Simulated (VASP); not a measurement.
**Bi: band structure with r2SCAN**

Crystal: Bi.

```xyz
2
Lattice="2.2679 1.3094 3.8790 -2.2679 1.3094 3.8790 0.0000 -2.6187 3.8790" Properties=species:S:1:pos:R:3 pbc="T T T"
Bi    0.0000    0.0000    2.7587
Bi    0.0000    0.0000    8.8782
```

| Property | Result |
| --- | --- |
| Program | VASP 6.6.1 |
| Task | band structure |
| Functional | r2SCAN |
| Potentials or basis | VASP PAW PBE potentials, release 64 (Bi_d) |
| Cutoff | 520 eV |
| k mesh | 10 × 10 × 10 |
| Occupations | methfessel-paxton, width 0.1 eV |
| Spin | no spin polarisation |
| Further INCAR settings | ALGO = Normal; EDIFF = 1e-06; NBANDS = 22 |

* Pressure: 1.2 GPa
* Largest force: 0.181 eV/Å
* Band gap along the path: none (metal or under the smearing width)

Forces on the atoms (eV/Å):
```
Bi   0.000  0.000 -0.181
Bi   0.000  0.000  0.181
```

Stress tensor (GPa, compression positive):
```
1.07 0.00 0.00
0.00 1.07 0.00
0.00 0.00 1.41
```

Levels at the corners of the path, in eV from the Fermi level:
| point | band 12 | band 13 | band 14 | band 15 | band 16 | band 17 | band 18 | band 19 |
| --- | --- | --- | --- | --- | --- | --- | --- | --- |
| Γ | -7.55 | -1.63 | -1.40 | -1.40 | 2.87 | 3.19 | 3.19 | 5.98 |
| L | -11.05 | -1.22 | -1.13 | -0.22 | -0.14 | 0.47 | 0.84 | 8.31 |
| L | -11.05 | -1.22 | -1.13 | -0.22 | -0.14 | 0.47 | 0.84 | 8.31 |
| B1 | -10.66 | -4.38 | -4.31 | -0.37 | 0.77 | 5.48 | 5.49 | 6.46 |
| B | -10.66 | -4.38 | -4.31 | -0.37 | 0.77 | 5.48 | 5.49 | 6.46 |
| Z | -10.52 | -0.69 | -0.63 | -0.63 | 0.53 | 0.53 | 0.67 | 7.84 |
| Z | -10.52 | -0.69 | -0.63 | -0.63 | 0.53 | 0.53 | 0.67 | 7.84 |
| Γ | -7.55 | -1.63 | -1.40 | -1.40 | 2.87 | 3.19 | 3.19 | 5.98 |
| Γ | -7.55 | -1.63 | -1.40 | -1.40 | 2.87 | 3.19 | 3.19 | 5.98 |
| X | -10.63 | -4.68 | -2.68 | -2.62 | 3.29 | 3.30 | 5.05 | 6.40 |
| Q | -10.63 | -4.68 | -2.68 | -2.62 | 3.29 | 3.30 | 5.05 | 6.40 |
| F | -9.74 | -5.05 | -3.29 | -3.18 | 2.76 | 5.27 | 5.69 | 7.32 |
| F | -9.74 | -5.05 | -3.29 | -3.18 | 2.76 | 5.27 | 5.69 | 7.32 |
| P1 | -10.36 | -4.75 | -2.68 | -2.57 | 3.16 | 3.67 | 4.92 | 6.47 |
| P1 | -10.36 | -4.75 | -2.68 | -2.57 | 3.16 | 3.67 | 4.92 | 6.47 |
| Z | -10.52 | -0.69 | -0.63 | -0.63 | 0.53 | 0.53 | 0.67 | 7.84 |
| L | -11.05 | -1.22 | -1.13 | -0.22 | -0.14 | 0.47 | 0.84 | 8.31 |
| P | -10.36 | -4.75 | -2.68 | -2.57 | 3.16 | 3.67 | 4.92 | 6.47 |

Run time: 2.9 min on 4 MPI ranks on Intel(R) Xeon(R) 6975P-C (Granite Rapids), with other jobs on the host, peak memory 0.37 GiB a rank.

Caveat: the PAW data sets were made with another functional, which shifts forces and pressure a little; spin-orbit coupling is left out, which moves the levels of the heavy elements.
